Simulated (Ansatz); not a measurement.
## Notes on a calculation: PbTe (WC-type structure)

Level of theory: DFT, r²SCAN, scalar-relativistic, no spin polarisation; plane waves to 500 eV with PAW datasets (Ansatz 0.2.0), Γ-centred 10×10×8 mesh, 0.05 eV Gaussian smearing; PAW files: Ansatz's generated set soft_2.

This is a trial structure; measured cells of the compound in the Crystallography Open Database are in space group Fm-3m (rock salt).

Starting cell:

```
CELL_PARAMETERS angstrom
4.44477 0.00000 0.00000
-2.22238 3.84928 0.00000
0.00000 0.00000 4.33787
ATOMIC_POSITIONS crystal
Pb 0.00000 0.00000 0.00000
Te 0.66667 0.33333 0.50000
```

The first steps of the search for zero pressure:

| run | level | k-mesh | kind | V (Å³/atom) | P (GPa) | gap on the mesh (eV) |
| --- | --- | --- | --- | --- | --- | --- |
| 1 | PBE, 420 eV | 6×6×6 | cell and atoms relaxed | 36.07 | 0.0 | metal |
| 2 | r²SCAN | 10×10×8 | shape and atoms relaxed, volume fixed | 36.07 | -0.6 | metal |

(1) At which volume does r²SCAN reach zero pressure?

Answer:

(1) 35.51 Å³/atom, about 4.3 % under the start.

The steps that followed:

| run | level | k-mesh | kind | V (Å³/atom) | P (GPa) | E − E(final) (meV/atom) | gap on the mesh (eV) |
| --- | --- | --- | --- | --- | --- | --- | --- |
| 3 | r²SCAN | 10×10×8 | shape and atoms relaxed, volume fixed | 35.92 | -0.4 | 0.6 | metal |
| 4 | r²SCAN | 10×10×8 | shape and atoms relaxed, volume fixed | 35.51 | 0.0 | 0.0 | metal |

The cell is relaxed to zero pressure at this level.

The final structure (symmetry read at 0.01 Å). It takes space group P-6m2 (No. 187, hexagonal). The conventional cell has a = 4.429 Å, b = 4.429 Å, c = 4.180 Å, α = 90.00°, β = 90.00°, γ = 120.00°. Pb (site symmetry -6m2) is surrounded by 6 Te at 3.30 Å. Te (site symmetry -6m2) is surrounded by 6 Pb at 3.30 Å. (Neighbours are counted to 15 % beyond the shortest distance.)

```tsv
atom	site	symmetry	x	y	z
Pb	1a	-6m2	0.0000	0.0000	0.0000
Te	1f	-6m2	0.6667	0.3333	0.5000
```

- At the final geometry the gap, band path included, is zero (metallic).
- The equation of state gives B0 = 36 GPa.
- Against the elements' standard states, run alike and uncorrected, the formation energy is -0.36 eV/atom.
- The runs in the table took roughly 1.5 core-minutes.

The equation of state has an unusual shape (B0′ outside 2.8 to 7.5), so B0 is less sure. Spin–orbit coupling, which matters for such heavy elements, is left out.
